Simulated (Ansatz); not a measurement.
SiO2:

```
Si O
1.0
     4.97559    0.00000    0.00000
     0.00000    4.97559    0.00000
     0.00000    0.00000    6.90089
Si O
4 8
Cartesian
  3.9966 3.9966 3.4504
  3.4668 1.5088 1.7252
  1.5088 3.4668 5.1757
  0.9790 0.9790 0.0000
  3.7902 0.5492 2.9815
  4.4263 1.1854 0.4690
  0.5492 3.7902 3.9194
  1.3024 1.9386 5.6446
  1.1854 4.4263 6.4319
  3.6732 3.0370 2.1942
  1.9386 1.3024 1.2562
  3.0370 3.6732 4.7067
```

The cell comes from a database or a generator and needn't be the stable form of this composition.

Program: Ansatz 0.2.0. Alike in all runs: task band structure; potentials or basis Ansatz PAW; no spin polarisation; cell as given; k mesh 6 × 6 × 4; smearing fermi-dirac 0.05 eV.

Problem. Order these runs on this cell by their pressure, lowest first.
A. level LDA; cutoff (eV) 420
B. level r2SCAN; cutoff (eV) 500
C. level PBEsol; cutoff (eV) 420

Solution. A (-1.6 GPa), B (0.1 GPa), C (2.4 GPa).

Caveats: the PAW data sets come from PBE, with cores solved anew for the run's functional, which leaves a small shift of forces and pressure.
